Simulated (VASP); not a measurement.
A run of VASP 6.6.1:

The input INCAR:

```
PREC = Accurate ; ENCUT = 600
EDIFF = 1E-7 ; ISMEAR = 0
SIGMA = 0.03 ; LREAL = F
LASPH = T ; NELM = 80
ALGO = Normal ; ISIF = 3
LWAVE = F ; LCHARG = F
IBRION = 2 ; NSW = 90
EDIFFG = -0.005
```

The input KPOINTS:

```
Automatic mesh
0
Gamma
  8 8 8
```

POSCAR

```
CaF2                                    
1.0
    0.0000000000      2.6664665292      2.6664665292
    2.6664665292      0.0000000000      2.6664665292
    2.6664665292      2.6664665292      0.0000000000
  Ca              F             
     1     2
Direct
     0.0000000000000000    0.0000000000000000    0.0000000000000000
     0.2500000000000000    0.2500000000000000    0.2500000000000000
     0.7500000000000000    0.7500000000000000    0.7500000000000000
```

Potentials or basis: VASP PAW LDA potentials, release 64 (Ca_sv, F).

Run with:

```console
$ cat potpaw_LDA.64/Ca_sv/POTCAR potpaw_LDA.64/F/POTCAR > POTCAR
$ mpirun -np 1 vasp_std > vasp.out
```

Hardware: 1 thread of Intel(R) Xeon(R) 6975P-C (Granite Rapids), on a shared host.

Question: How long does it take, and how much memory?

Answer: Run time: 14 s on 1 thread of Intel(R) Xeon(R) 6975P-C (Granite Rapids) (shared host), peak memory 0.17 GiB. Counts: scf iterations 18, k points 29, ion steps 2.
